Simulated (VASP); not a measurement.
# CsPbBr3 (P1) in VASP: notebook

Runs on CsPbBr3. Level: r2SCAN. Tasks: single point.

Program: VASP 6.6.1. These are calculated values, not measurements. Logs are shortened: lines on timing, memory, paths and dates and some standing lists are left out, and cuts for length are marked.

## Step 1: Starting point

The typed cell holds 20 atoms: a = 8.198 Å, b = 8.198 Å, c = 12.086 Å, α = 90.00°, β = 90.00°, γ = 90.00°.

The cell comes from a database or a generator and needn't be the stable form of this composition.

## Step 2: Single point, r2SCAN

Input file POSCAR:

```
CsPbBr3
1.0
    8.1981420000      0.0000000000      0.0000000000
    0.0000000000      8.1981420000      0.0000000000
    0.0000000000      0.0000000000     12.0858260000
Cs Pb Br
4 4 12
Direct
    0.0227490570      0.5735689867      0.2720873195
    0.5263997623      0.0297750393      0.2743047931
    0.5156290291      0.0017930892      0.7780932805
    0.0319340651      0.5459895669      0.7553889987
    0.0127589886      0.0169062697     -0.0062718096
    0.0233589513     -0.0141983391      0.4976325160
    0.5194469674      0.4986983636      0.5259384009
    0.5259972321      0.5025894892      0.0220092528
    0.0736996261      0.0602087644      0.2758768826
   -0.0879955483     -0.0259449031      0.7539161990
    0.2140485003      0.6805566432      0.0199572623
    0.3491522835      0.8479116366      0.5515634595
    0.3283914819      0.1801139819      0.0184430919
    0.1933852817      0.3330754700      0.5188391757
    0.5716417208      0.5422326181      0.7456420438
    0.4910014977      0.4850245336      0.2445840276
    0.6904735244      0.2034851311      0.5320695499
    0.8668061617      0.3494084391     -0.0071074993
    0.8212226624      0.6668950111      0.4822674098
    0.6748846263      0.8086100485      0.0239536793
```

Input file INCAR.step1:

```
ALGO = Normal ; EDIFF = 1E-4
ENCUT = 520 ; GGA = PE
ISMEAR = -1 ; LASPH = True
LCHARG = False ; LREAL = Auto
LWAVE = True ; NBANDS = 104
NELM = 100 ; PREC = Accurate
SIGMA = 0.05
```

Input file INCAR.step2:

```
ALGO = Normal ; EDIFF = 1E-6
ENCUT = 520 ; ISIF = 2
ISMEAR = -1 ; ISTART = 1
LASPH = True ; LCHARG = False
LMIXTAU = True ; LREAL = Auto
LWAVE = False ; METAGGA = R2SCAN
NBANDS = 104 ; NELM = 100
PREC = Accurate ; SIGMA = 0.05
```

Input file KPOINTS:

```
k-points
0
Gamma
  1 1 1
```

Potentials or basis: VASP PAW PBE potentials, release 64 (Cs_sv, Pb_d, Br).

Launch:

```
cat potpaw_PBE.64/Cs_sv/POTCAR potpaw_PBE.64/Pb_d/POTCAR potpaw_PBE.64/Br/POTCAR > POTCAR
cp INCAR.step1 INCAR
mpirun -np 1 vasp_gam > vasp.out
cp INCAR.step2 INCAR
mpirun -np 1 vasp_gam > vasp.out
```

OUTCAR:

```text
EDIFF = 1E-6
   ENCUT = 520
   ISIF = 2
   ISMEAR = -1
   ISTART = 1
   LASPH = True
   LREAL = Auto
   METAGGA = R2SCAN
   NELM = 100
   PREC = Accurate

 ion  position               nearest neighbor table
   1  0.023  0.574  0.272-
   2  0.526  0.030  0.274-
   3  0.516  0.002  0.778-
   4  0.032  0.546  0.755-
   5  0.013  0.017  0.994-  13 2.93  18 2.98  10 3.03  11 3.23  20 3.27   9 3.46
   6  0.023  0.986  0.498-   9 2.78  12 2.97  19 3.10  14 3.18  10 3.23  17 3.29
   7  0.519  0.499  0.526-  15 2.71  17 2.80  19 2.88  14 3.00  12 3.20  16 3.41
   8  0.526  0.503  0.022-  16 2.71  20 2.79  11 2.94  18 3.08  13 3.10  15 3.38
   9  0.074  0.060  0.276-   6 2.78   5 3.46
  10  0.912  0.974  0.754-   5 3.03   6 3.23
  11  0.214  0.681  0.020-   8 2.94   5 3.23
  12  0.349  0.848  0.552-   6 2.97   7 3.20
  13  0.328  0.180  0.018-   5 2.93   8 3.10
  14  0.193  0.333  0.519-   7 3.00   6 3.18
  15  0.572  0.542  0.746-   7 2.71   8 3.38
  16  0.491  0.485  0.245-   8 2.71   7 3.41
  17  0.690  0.203  0.532-   7 2.80   6 3.29
  18  0.867  0.349  0.993-   5 2.98   8 3.08
  19  0.821  0.667  0.482-   7 2.88   6 3.10
  20  0.675  0.809  0.024-   8 2.79   5 3.27

  LATTYP: Found a simple tetragonal cell.
 ALAT       =     8.1981420000
 C/A-ratio  =     1.4742152551

  Lattice vectors:

 A1 = (   8.1981420000,   0.0000000000,   0.0000000000)
 A2 = (   0.0000000000,   8.1981420000,   0.0000000000)
 A3 = (   0.0000000000,   0.0000000000,  12.0858260000)

Analysis of symmetry for initial positions (statically):
=====================================================================
 Subroutine PRICEL returns:
 Original cell was already a primitive cell.

 Routine SETGRP: Setting up the symmetry group for a
 simple tetragonal supercell.

 Subroutine GETGRP returns: Found  1 space group operations
 (whereof  1 operations were pure point group operations)
 out of a pool of 16 trial point group operations.

The static configuration has the point symmetry C_1 .

Analysis of symmetry for dynamics (positions and initial velocities):
=====================================================================
 Subroutine PRICEL returns:
 Original cell was already a primitive cell.

 Routine SETGRP: Setting up the symmetry group for a
 simple tetragonal supercell.

 Subroutine GETGRP returns: Found  1 space group operations
 (whereof  1 operations were pure point group operations)
 out of a pool of 16 trial point group operations.
[... 117 lines left out ...]
   IBRION =     -1    ionic relax: 0-MD 1-quasi-New 2-CG
   NFREE  =      0    steps in history (QN), initial steepest desc. (CG)
   ISIF   =      2    stress and relaxation
   ISYM   =      2    0-nonsym 1-usesym 2-fastsym
   POTIM  = 0.5000    time-step for ionic-motion
   TEBEG  =    0.0;   TEEND  =   0.0 temperature during run
   PSTRESS=    0.0 pullay stress
   NELECT =     176.0000    total number of electrons
   NUPDOWN=      -1.0000    fix difference up-down
   EMIN   =  10.00;   EMAX   =-10.00  energy-range for DOS
   EFERMI =   0.00;   METHOD = LEGACY
   ISMEAR =    -1;   SIGMA  =   0.05  broadening in eV -4-tet -1-fermi 0-gaus
   EFERMI_NEDOS =   21; number of points for ismear=-14 and -15
   IALGO  =     38    algorithm
   IMIX   =      4    mixing-type and parameters
     AMIX     =   0.40;   BMIX     =  1.00
     AMIX_MAG =   1.60;   BMIX_MAG =  1.00
  volume/ion in A,a.u.               =      40.61       274.08
  Fermi-wavevector in a.u.,A,eV,Ry     =   0.983279  1.858127 13.154617  0.966837
  Thomas-Fermi vector in A             =   2.114425
   LORBIT       =      0    0 simple, 1 ext, 2 COOP (PROOUT), +10 PAW based schemes
   METAGGA = R2SCAN    functional components
   LHFCALC =     F    Hartree Fock is set to
   AEXX    =    0.0000 exact exchange contribution
   IVDW    =     0    specifies the selected vdW correction
   LEPSILON=     F    determine dielectric tensor
   LRPA    =     F    only Hartree local field effects (RPA)
 non-spin polarized calculation
  energy-cutoff  :      520.00
  volume of cell :      812.28
 maximum number of plane-waves:     10901
 NGX is ok and might be reduce to    64
   NGX = 31   NGY = 31   NGZ = 45

 number of electron     176.0000007 magnetization

 Free energy of the ion-electron system (eV)
  ---------------------------------------------------
  ext. energy  EPLUGINS =         0.00000000
  ---------------------------------------------------
  free energy    TOTEN  =      -510.62389152 eV

  energy without entropy =     -510.62389152  energy(sigma->0) =     -510.62389152

 E-fermi :   1.5585     XC(G=0):  -7.9944

 val. band max:        0.2885675552   @ k =   0.0000   0.0000   0.0000
 cond. band min:       2.8095358241   @ k =   0.0000   0.0000   0.0000
 fundamental gap:      2.5209682689
 Fermi energy:         1.5584708676

 k-point     1 :       0.0000    0.0000    0.0000
  band No.  band energies     occupation
      1     -20.9729      2.00000
      2     -20.8092      2.00000
      3     -20.7047      2.00000
      4     -20.4952      2.00000
      5     -17.0658      2.00000
      6     -17.0588      2.00000
[... 92 lines left out ...]
     99       5.7267      0.00000
    100       5.8858      0.00000
 [bands above 100 left out]

------------------------ aborting loop because EDIFF is reached ----------------------------------------

  FORCE on cell =-STRESS in cart. coord.  units (eV):
  Direction    XX          YY          ZZ          XY          YZ          ZX
  --------------------------------------------------------------------------------------
  -------------------------------------------------------------------------------------
  Total       11.9662176      8.9862786      8.6315804      1.1843905      0.7173639     -2.4484682
  in kB       23.6026229     17.7248779     17.0252576      2.3361368      1.4149558     -4.8294518
  external PRESSURE =      19.4509195 kB  Pullay stress =       0.0000000 kB

 VOLUME and BASIS-vectors are now :
 -----------------------------------------------------------------------------
  energy-cutoff  :      520.00
  volume of cell :      812.28
      direct lattice vectors                 reciprocal lattice vectors
     8.198142000  0.000000000  0.000000000     0.121978858  0.000000000  0.000000000
     0.000000000  8.198142000  0.000000000     0.000000000  0.121978858  0.000000000
     0.000000000  0.000000000 12.085826000     0.000000000  0.000000000  0.082741552

 POSITION                                       TOTAL-FORCE (eV/Angst)
 -----------------------------------------------------------------------------------
      0.18650      4.70220      3.28840         0.457805     -0.488735     -0.775763
      4.31550      0.24410      3.31520        -0.041400     -0.073864      0.065914
      4.22720      0.01470      9.40390        -0.282617      0.220387      0.279845
      0.26180      4.47610      9.12950         0.018415     -0.037854     -0.080798
      0.10460      0.13860     12.01003        -0.023079      0.059264     -0.197051
      0.19150      8.08174      6.01430         0.153543      0.340164      0.559171
[... 12 lines left out ...]
      6.73250      5.46730      5.82860         0.202865      0.503389      0.398387
      5.53280      6.62910      0.28950         0.255970      0.714867      0.357041
 -----------------------------------------------------------------------------------
    total drift:                                0.017555     -0.011306     -0.017223

  FREE ENERGIE OF THE ION-ELECTRON SYSTEM (eV)
  ---------------------------------------------------
  free  energy   TOTEN  =      -510.6238915161 eV

  energy  without entropy=     -510.6238915160  energy(sigma->0) =     -510.62389152
```

Wall time 4.1 min (1 thread of AMD EPYC 9R45 (Zen 5), shared host); peak memory 0.79 GiB.

What came out:

```
Free energy            : -510.6239 eV
Pressure               : 1.9 GPa
Largest force          : 1.025 eV/Å
Band gap on the k mesh : 2.52 eV, direct
```

Forces on the atoms (eV/Å):
```
Cs   0.458 -0.489 -0.776
Cs  -0.041 -0.074  0.066
Cs  -0.283  0.220  0.280
Cs   0.018 -0.038 -0.081
Pb  -0.023  0.059 -0.197
Pb   0.154  0.340  0.559
Pb  -0.588  0.002 -0.438
Pb  -0.211 -0.318 -0.625
Br  -0.080 -0.071 -0.532
Br   0.698  0.004  0.415
Br  -0.248  0.314 -0.205
Br  -0.367  0.139 -0.318
Br  -0.257 -0.483 -0.105
Br  -0.466 -0.188  0.066
Br   0.088  0.091  0.505
Br   0.015 -0.057  0.542
Br   0.284 -0.464 -0.060
Br   0.392 -0.204  0.148
Br   0.203  0.503  0.398
Br   0.256  0.715  0.357
```

Levels at points of the mesh, in eV from the valence-band top:
```csv
k point,band 85,band 86,band 87,band 88,band 89,band 90,band 91,band 92
"(0.00, 0.00, 0.00)",-1.02,-0.90,-0.35,0.00,2.52,2.80,2.89,2.98
```

Caveat: the k mesh is coarse (spacing up to 0.77 Å⁻¹), so the values aren't converged; the PAW data sets were made with another functional, which shifts forces and pressure a little; spin-orbit coupling is left out, which as a rule narrows the gap of such compounds by several tenths of an eV; an odd mesh through Γ misses points on the zone boundary, where band edges often lie.

## Step 3: Single point, r2SCAN

Input file POSCAR:

```
CsPbBr3
1.0
    8.1981420000      0.0000000000      0.0000000000
    0.0000000000      8.1981420000      0.0000000000
    0.0000000000      0.0000000000     12.0858260000
Cs Pb Br
4 4 12
Direct
    0.0315315348      0.5888773334      0.2621997040
    0.5285099965      0.0349957344      0.2769607969
    0.5111889987      0.0078188448      0.7924323915
    0.0160768135      0.5427693250      0.7066955953
    0.0058183915      0.0325317615     -0.0217196574
    0.0349103492     -0.0075016998      0.4956715412
    0.5019430012      0.4838901302      0.5262114480
    0.5311325420      0.4732291780      0.0144053042
    0.1008521199      0.1250039338      0.2777799383
   -0.0617700938     -0.0338003416      0.7540072147
    0.2453116816      0.6953648766     -0.0006371100
    0.3221583622      0.8374336526      0.5584723791
    0.3253542083      0.1155749681      0.0200648264
    0.2132800335      0.3009096451      0.5362810949
    0.5973060725      0.5601147187      0.7604445075
    0.4662275916      0.4827313311      0.2633580857
    0.6806054347      0.1554498568      0.5619971692
    0.8860910192      0.3632530395      0.0139419515
    0.8052922235      0.7026348165      0.4859411347
    0.6417307727      0.8447279884      0.0616424562
```

Input file INCAR.step1:

```
PREC = Accurate
ENCUT = 520
ISMEAR = -1
SIGMA = 0.05
LREAL = Auto
LASPH = T
NELM = 100
NBANDS = 104
GGA = PE
ALGO = Normal
EDIFF = 1E-4
LWAVE = T
LCHARG = F
```

Input file INCAR.step2:

```
PREC = Accurate
ENCUT = 520
EDIFF = 1E-6
ISMEAR = -1
SIGMA = 0.05
LREAL = Auto
LASPH = T
NELM = 100
ALGO = Normal
ISIF = 2
LWAVE = F
LCHARG = F
METAGGA = R2SCAN
LMIXTAU = T
NBANDS = 104
ISTART = 1
```

Input file KPOINTS:

```
Automatic mesh
0
Gamma
  1 1 1
```

Potentials or basis: VASP PAW PBE potentials, release 64 (Cs_sv, Pb_d, Br).

Launch:

```
cat potpaw_PBE.64/Cs_sv/POTCAR potpaw_PBE.64/Pb_d/POTCAR potpaw_PBE.64/Br/POTCAR > POTCAR
cp INCAR.step1 INCAR
mpirun -np 1 vasp_gam > vasp.out
cp INCAR.step2 INCAR
mpirun -np 1 vasp_gam > vasp.out
```

It took 4.3 min on 1 thread of AMD EPYC 9R45 (Zen 5), shared host; peak memory 0.79 GiB.

It converged, with:

| Property | Result |
| --- | --- |
| Free energy | -510.0504 eV |
| Pressure | 1.5 GPa |
| Largest force | 1.331 eV/Å |
| Band gap on the k mesh | 2.81 eV, direct |

Forces on the atoms (eV/Å):
```
Cs   0.098 -0.174 -0.391
Cs  -0.100  0.159  0.750
Cs   0.003 -0.354 -0.060
Cs  -0.019  0.094  0.592
Pb  -0.604 -0.610  0.566
Pb  -0.611  0.432 -0.207
Pb   0.677 -0.251 -0.032
Pb  -0.519  0.636  0.121
Br  -0.284 -0.301 -0.043
Br   0.319  0.108  0.048
Br  -0.194 -0.332 -0.253
Br   0.424 -0.498  0.002
Br   0.224  0.948  0.101
Br  -0.246  0.109  0.212
Br  -0.186 -0.040  0.143
Br   0.121 -0.039 -0.117
Br  -0.102  0.728 -0.512
Br   0.130  0.213 -0.069
Br  -0.024 -0.005 -0.306
Br   0.892 -0.825 -0.543
```

Stress tensor (GPa, compression positive):
```
 2.30  0.16 -0.27
 0.16  1.23  0.43
-0.27  0.43  1.08
```

Levels at points of the mesh, in eV from the valence-band top:
| k point | band 86 | band 87 | band 88 | band 89 | band 90 | band 91 |
| --- | --- | --- | --- | --- | --- | --- |
| (0.00, 0.00, 0.00) | -0.38 | -0.19 | 0.00 | 2.81 | 2.93 | 3.00 |

Caveat: the k mesh is coarse (spacing up to 0.77 Å⁻¹), so the values aren't converged; the PAW data sets were made with another functional, which shifts forces and pressure a little; spin-orbit coupling is left out, which as a rule narrows the gap of such compounds by several tenths of an eV; an odd mesh through Γ misses points on the zone boundary, where band edges often lie.

## Step 4: Single point, r2SCAN

Input file POSCAR:

```
CsPbBr3
1.0
    8.1981420000      0.0000000000      0.0000000000
    0.0000000000      8.1981420000      0.0000000000
    0.0000000000      0.0000000000     12.0858260000
Cs Pb Br
4 4 12
Direct
    0.0493892397      0.5932197808      0.2337283360
    0.5255703061      0.0434366714      0.3044806371
    0.5044191721     -0.0075870850      0.8032301640
   -0.0033422207      0.5487950806      0.6844463920
   -0.0201753031      0.0292505302     -0.0177563371
    0.0276404093      0.0110390867      0.4918737040
    0.5064684169      0.4611166774      0.5218840649
    0.5164706832      0.4693868440      0.0089774584
    0.0981441893      0.1574259143      0.2702421829
    0.0038179383     -0.0315681285      0.7522530938
    0.2535574524      0.6863140453     -0.0381521296
    0.3195236189      0.7877394658      0.5596059384
    0.3354784535      0.1385679828      0.0284051748
    0.2113161738      0.2805757695      0.5698907133
    0.6088086788      0.5721784277      0.7888745047
    0.4556398267      0.4759980981      0.2788390301
    0.6675049054      0.1705020479      0.5606153853
    0.9208062022      0.3816596492      0.0235813423
    0.7877272680      0.7419608004      0.4707911565
    0.6914005637      0.8118790819      0.0738799317
```

Input file INCAR.step1:

```
SYSTEM = CsPbBr3
PREC = Accurate ; ENCUT = 520
ISMEAR = -1 ; SIGMA = 0.05
LREAL = Auto ; LASPH = .True.
NELM = 100 ; NBANDS = 104
GGA = PE ; ALGO = Normal
EDIFF = 1E-4 ; LWAVE = .True.
LCHARG = .False.
```

Input file INCAR.step2:

```
SYSTEM = CsPbBr3
PREC = Accurate ; ENCUT = 520
EDIFF = 1E-7 ; ISMEAR = -1
SIGMA = 0.05 ; LREAL = Auto
LASPH = .True. ; NELM = 100
ALGO = Normal ; ISIF = 2
LWAVE = .False. ; LCHARG = .False.
METAGGA = R2SCAN ; LMIXTAU = .True.
NBANDS = 104 ; ISTART = 1
```

Input file KPOINTS:

```
Automatic mesh
0
Gamma
  1 1 1
  0 0 0
```

Launch:

```
cat potpaw_PBE.64/Cs_sv/POTCAR potpaw_PBE.64/Pb_d/POTCAR potpaw_PBE.64/Br/POTCAR > POTCAR
cp INCAR.step1 INCAR
mpirun -np 1 vasp_gam > vasp.out
cp INCAR.step2 INCAR
mpirun -np 1 vasp_gam > vasp.out
```

Run time: 4.9 min. Hardware: 1 thread of AMD EPYC 9R45 (Zen 5), shared host; peak memory 0.8 GiB.

The run converged. Its results:

| Item | Value |
| --- | --- |
| Free energy | -510.4591 eV |
| Pressure | 1.1 GPa |
| Largest force | 1.107 eV/Å |
| Band gap on the k mesh | 2.85 eV, direct |

Forces in eV/Å, atoms in the order of the input:
```
Cs  -0.068  0.295  0.210
Cs  -0.045 -0.353 -0.197
Cs  -0.015 -0.353 -0.320
Cs  -0.215  0.369  0.674
Pb   0.348  0.287  0.480
Pb   0.142 -0.250 -0.411
Pb  -0.076  0.792 -0.373
Pb   0.078  0.375 -0.017
Br  -0.349 -0.481  0.531
Br  -0.199  0.262  0.098
Br  -0.119  0.081  0.104
Br  -0.248  0.240 -0.180
Br  -0.105  0.213  0.082
Br   0.553  0.058  0.224
Br  -0.020 -0.263 -0.243
Br   0.201  0.026  0.139
Br   0.605 -0.448  0.181
Br  -0.528 -0.704 -0.671
Br  -0.139 -0.146 -0.370
Br   0.197  0.000  0.058
```

Stress tensor (GPa, compression positive):
```
 1.22 -0.16 -0.29
-0.16  1.60  0.69
-0.29  0.69  0.61
```

Levels at points of the mesh, in eV from the valence-band top:
| k point | band 86 | band 87 | band 88 | band 89 | band 90 | band 91 |
| --- | --- | --- | --- | --- | --- | --- |
| (0.00, 0.00, 0.00) | -0.41 | -0.24 | 0.00 | 2.85 | 3.03 | 3.21 |

Caveat: the k mesh is coarse (spacing up to 0.77 Å⁻¹), so the values aren't converged; the PAW data sets were made with another functional, which shifts forces and pressure a little; spin-orbit coupling is left out, which as a rule narrows the gap of such compounds by several tenths of an eV; an odd mesh through Γ misses points on the zone boundary, where band edges often lie. r2SCAN opens gaps a little over a GGA but as a rule still falls short of measured ones.
